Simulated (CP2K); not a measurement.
Set up this calculation in CP2K 2026.2, as the native input.

```
Task                                : single point
Functional                          : PBE
Potentials or basis                 : POTENTIAL_UZH Ge GTH-PBE-q4; TZVP-MOLOPT-PBE-GTH basis
Density cutoff                      : 6123 eV
k mesh                              : 11 × 11 × 11
Occupations                         : gaussian, width 0.1 eV
Spin                                : no spin polarisation
SCF solver                          : diagonalisation with k points
Quickstep method                    : GPW
EPS_DEFAULT                         : 1.0E-10
EPS_SCF                             : 1.0E-6
MAX_SCF                             : 100
SCF_GUESS                           : ATOMIC
k points reduced by the point group : yes
Mesh centred on Gamma               : yes
CHOLESKY                            : OFF
EPS_EIGVAL                          : 1.0E-7
MIXING METHOD                       : BROYDEN_MIXING
MIXING ALPHA                        : 0.4
NBUFFER                             : 8
NGRIDS                              : 4
Basis sets                          : Ge TZVP-MOLOPT-PBE-GTH-q4
Potentials                          : Ge GTH-PBE-q4 of POTENTIAL_UZH
ADDED_MOS                           : [10]
REL_CUTOFF (Ry)                     : 60 Ry
MIXING BETA (1/bohr)                : 1.5 1/bohr
CUTOFF of the grids                 : 450 Ry
```

Ge:

```
Ge
1.0
     3.91426    0.00000    0.00000
    -2.85923    2.67324    0.00000
    -0.32375   -1.41703    3.63436
Ge
2
Direct
  0.31406 0.06406 0.25000
  0.68594 0.93594 0.75000
```

This isn't the form of Ge at room conditions, which is diamond.

One way to write it, as run:

ge_scf.inp

```
&GLOBAL
  PROJECT ge_scf
  RUN_TYPE ENERGY_FORCE
  PRINT_LEVEL LOW
&END GLOBAL
&FORCE_EVAL
  METHOD QS
  STRESS_TENSOR ANALYTICAL
  &DFT
    BASIS_SET_FILE_NAME BASIS_MOLOPT_UZH
    POTENTIAL_FILE_NAME POTENTIAL_UZH
    &MGRID
      CUTOFF 450
      REL_CUTOFF 60
      NGRIDS 4
    &END MGRID
    &QS
      METHOD GPW
      EPS_DEFAULT 1.0E-10
    &END QS
    &KPOINTS
      SCHEME MONKHORST-PACK 11 11 11
      GAMMA_CENTERED T
      SYMMETRY T
      SYMMETRY_BACKEND SPGLIB
    &END KPOINTS
    &SCF
      SCF_GUESS ATOMIC
      EPS_SCF 1.0E-6
      MAX_SCF 100
      ADDED_MOS 10
      CHOLESKY OFF
      EPS_EIGVAL 1.0E-7
      &DIAGONALIZATION ON
        ALGORITHM STANDARD
      &END DIAGONALIZATION
      &MIXING ON
        METHOD BROYDEN_MIXING
        ALPHA 0.4
        BETA 1.5
        NBUFFER 8
      &END MIXING
      &SMEAR ON
        METHOD GAUSSIAN
        SIGMA [eV] 0.1
      &END SMEAR
    &END SCF
    &XC
      &XC_FUNCTIONAL
        &GGA_X_PBE
        &END GGA_X_PBE
        &GGA_C_PBE
        &END GGA_C_PBE
      &END XC_FUNCTIONAL
    &END XC
    &PRINT
      &KPOINTS ON
      &END KPOINTS
      &MULLIKEN ON
      &END MULLIKEN
      &MO ON
        ENERGIES T
        OCCUPATION_NUMBERS T
        &EACH
          QS_SCF 0
        &END EACH
        ADD_LAST NUMERIC
      &END MO
      &LOWDIN ON
      &END LOWDIN
      &HIRSHFELD ON
        SHAPE_FUNCTION DENSITY
      &END HIRSHFELD
      &E_DENSITY_CUBE ON
        STRIDE 1
      &END E_DENSITY_CUBE
      &V_HARTREE_CUBE ON
        STRIDE 1
      &END V_HARTREE_CUBE
      &ELF_CUBE ON
        STRIDE 1
      &END ELF_CUBE
    &END PRINT
  &END DFT
  &SUBSYS
    &CELL
      ABC 3.9142557597 3.9142557596 3.9142557596
      ALPHA_BETA_GAMMA 100.7674165720 94.7444138736 136.9254986302
      PERIODIC XYZ
    &END CELL
    &COORD
      SCALED
      Ge  0.3140570000 0.0640570000 0.2500000000
      Ge  0.6859430000 0.9359430000 0.7500000000
    &END COORD
    &KIND Ge
      BASIS_SET TZVP-MOLOPT-PBE-GTH-q4
      POTENTIAL GTH-PBE-q4
    &END KIND
    &PRINT
      &ATOMIC_COORDINATES ON
      &END ATOMIC_COORDINATES
      &CELL ON
      &END CELL
    &END PRINT
  &END SUBSYS
  &PRINT
    &FORCES ON
    &END FORCES
    &STRESS_TENSOR ON
    &END STRESS_TENSOR
  &END PRINT
&END FORCE_EVAL
```

Potentials or basis: POTENTIAL_UZH Ge GTH-PBE-q4; TZVP-MOLOPT-PBE-GTH basis.

Command:

```sh
$ OMP_NUM_THREADS=1 cp2k.psmp -i ge_scf.inp -o ge_scf.out
```

Results of the run:

```
Pressure               : 2.2 GPa
Largest force          : 0.048 eV/Å
Band gap on the k mesh : none (metal or under the smearing width)
```

Caveat: the basis of atomic orbitals isn't converged, which shifts pressures, moduli and gaps.

It took 72 s on 1 thread of Intel(R) Xeon(R) Processor @ 2.70GHz (shared host), peak memory 0.34 GiB.
